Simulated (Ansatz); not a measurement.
A run of Ansatz 0.2.0 is set up as follows.

input.yaml

```yaml
crystal:
  lattice:
    - [0.0, 2.0970013927, 2.0970013927]
    - [2.0970013927, 0.0, 2.0970013927]
    - [2.0970013927, 2.0970013927, 0.0]
  atoms:
    - { symbol: Mg, position: [0.0, 0.0, 0.0] }
    - { symbol: O, position: [0.5, 0.5, 0.5] }
kpoints:
  mp_grid: { grid: [11, 11, 11] }
scf:
  occupations: { method: gaussian, width: 0.018 }
hamiltonian:
  xc: pbe
  pseudopotentials: { kind: all_electron, lapw: { basis_error: 0.001 } }
output:
  forces: true
  stress: true
  eigenvalues: true
```

Potentials or basis: all-electron LAPW, scalar-relativistic.

Launch:

```bash
$ ansatz run input.yaml --threads 1 --pin off --max-ram 3072MiB --backend cpu --events-out ev --progress --plain --runs-dir out
```

(1) What does it give for the pressure?

(2) Estimate the band gap on the k mesh.

Results:

(1) 7.0 GPa.

(2) 4.86 eV, direct.

**What was measured.**

“Electronic structure of alkaline earth and post-transition metal oxides”, 2009, arxiv:0908.1581 quotes, for a bulk crystal of MgO: band gap 7.83 eV.

Measured gap of MgO: 7.83 eV (quoted in “Electronic structure of alkaline earth and post-transition metal oxides”, 2009, arxiv:0908.1581). This calculation gives 4.86 eV (-2.97 eV). The value is that of PBE, without temperature or zero-point motion. Semilocal functionals fall short of measured gaps as a rule. The cell is a database's relaxed one, not the measured one, which moves gaps too.
